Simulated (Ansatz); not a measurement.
# KBr: the cost of one run

Computed with Ansatz 0.2.0 (DFT PBE, scalar-relativistic, plane waves, PAW, unless a step's input says otherwise).

### Step 1. The structure to begin with

It takes space group R3m (No. 160, trigonal). The conventional cell has a = 5.268 Å, b = 5.268 Å, c = 13.001 Å, α = 90.00°, β = 90.00°, γ = 120.00°. K (site symmetry 3m) has 4 Br at 3.23 Å as nearest neighbours. Around Br (site symmetry 3m) lie 4 K at 3.23 Å.

Structure file:

```
CELL_PARAMETERS angstrom
2.63396 1.52072 4.33369
-2.63396 1.52072 4.33369
0.00000 -3.04143 4.33369
ATOMIC_POSITIONS crystal
K 0.24876 0.24876 0.24876
Br 0.00000 0.00000 0.00000
```

Recipe of the guess: close-packed anion layers stacked A|B, with sites between them filled layer by layer (R3m, No. 160). Lengths come from tabulated atomic sizes and are only a guess.

### Step 2. The guess as it stands, on a coarse mesh

The input, input.yaml:

```yaml
crystal:
  lattice:
    - [2.63395899, 1.52071693, 4.33368912]
    - [-2.63395899, 1.52071693, 4.33368912]
    - [0.0, -3.04143386, 4.33368912]
  atoms:
    - { symbol: K, position: [0.24875662, 0.24875662, 0.24875662] }
    - { symbol: Br, position: [0.0, 0.0, 0.0] }
basis:
  ecutwfc: 420
kpoints:
  mp_grid: { grid: [6, 6, 6] }
hamiltonian:
  xc: pbe
scf:
  occupations: { method: gaussian, width: 0.1 }
  lower_state_search: "off"
output:
  forces: true
  stress: true
  eigenvalues: true
```

Run with:

```sh
> ansatz run input.yaml --threads 1 --pin off --max-ram 2048MiB --backend cpu --events-out ev --progress --plain --runs-dir out
```

**Question.** How long does this run take on 1 thread of Arm Neoverse V2, shared host, and how much memory does it need?

About 3 s, with a peak of 0.34 GiB.
